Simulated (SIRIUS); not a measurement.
# Fitting the PBE energy curve of Hf

```cif
data_structure
_symmetry_space_group_name_H-M 'Pm-3m'
_symmetry_Int_Tables_number 221
_cell_length_a 2.9138
_cell_length_b 2.9138
_cell_length_c 2.9138
_cell_angle_alpha 90.000
_cell_angle_beta 90.000
_cell_angle_gamma 90.000
_cell_volume 24.74
loop_
_atom_site_label
_atom_site_type_symbol
_atom_site_symmetry_multiplicity
_atom_site_Wyckoff_symbol
_atom_site_fract_x
_atom_site_fract_y
_atom_site_fract_z
_atom_site_occupancy
Hf1 Hf 1 b 0.50000 0.50000 0.50000 1
```

This isn't the form of Hf at room conditions, which is hcp.

The cell was scaled at fixed shape and fractions and run with SIRIUS, all-electron FP-LAPW, apw+lo standard; PBE, k mesh 9 × 9 × 9 on the cell of 1 atom, fermi-dirac occupations of 0.05 eV, no spin polarisation, no spin-orbit coupling. Energies are those that the program minimises, any entropy of the smearing included. For a metal such a mesh isn't converged to the digits shown.

```tsv
V (Å³/atom)	energy over the lowest row (meV/atom)
23.2547	23.364
23.7495	10.558
24.2443	?
24.7391	0.000
25.2339	2.260
25.7287	9.156
26.2234	19.238
```

Fit the third-order Birch-Murnaghan form, give V0, B0 and B′, and predict the energy left open.

With y = (V0/V)^(2/3), E = E0 + (9 V0 B0/16) [(y - 1)³ B′ + (y - 1)² (6 - 4y)]. Least squares through the rows shown give V0 = 24.7540 Å³/atom, E0 = 0.199 meV, B0 = 75.85 GPa (1 eV/Å³ = 160.218 GPa) and B′ = 2.82, with a largest miss of 0.311 meV, so B0 and B′ are loose. At V = 24.2443 the form with these constants gives 2.750 meV; the run gave 2.621 meV an atom.
